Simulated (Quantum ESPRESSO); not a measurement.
PtSe2 (Sudovikovite):

```
CELL_PARAMETERS angstrom
3.72400 0.00000 0.00000
-1.86200 3.22508 0.00000
0.00000 0.00000 5.06200
ATOMIC_POSITIONS crystal
Pt 0.00000 0.00000 0.00000
Se 0.66667 0.33333 0.75000
Se 0.33333 0.66667 0.25000
```

| Property | Result |
| --- | --- |
| Program | Quantum ESPRESSO 7.5 |
| Task | single point |
| Functional | PBEsol |
| Potentials or basis | GBRV 1.5 PBEsol |
| Cutoff | 612 eV |
| Density cutoff | 4898 eV |
| k mesh | 8 × 8 × 5 |
| Occupations | fermi-dirac, width 0.05 eV |
| Spin | no spin polarisation |

On this cell: pressure 1.8 GPa; largest force 0.332 eV/Å; band gap on the k mesh none (metal or under the smearing width).

The same run follows on a disturbed copy (atoms moved at random, drawn with an rms of 0.05 Å):

```
Pt Se
1.0
     3.72400    0.00000    0.00000
    -1.86200    3.22508    0.00000
     0.00000    0.00000    5.06200
Pt Se
1 2
Direct
  0.01133 0.02263 0.00660
  0.65034 0.33135 0.74000
  0.33238 0.65513 0.24631
```

Question: What changes?

Answer: The energy (extrapolated to zero smearing) moves by +39.9 meV/atom; pressure 1.7 GPa; largest force 1.957 eV/Å; band gap on the k mesh none (metal or under the smearing width).

Forces in eV/Å, atoms in the order of the input:
```
Pt  -0.298 -1.575 -1.123
Se   0.442  0.496  0.276
Se  -0.144  1.080  0.847
```

Stress tensor (GPa, compression positive):
```
 1.25  0.90 -1.80
 0.90  3.54  1.67
-1.80  1.67  0.36
```
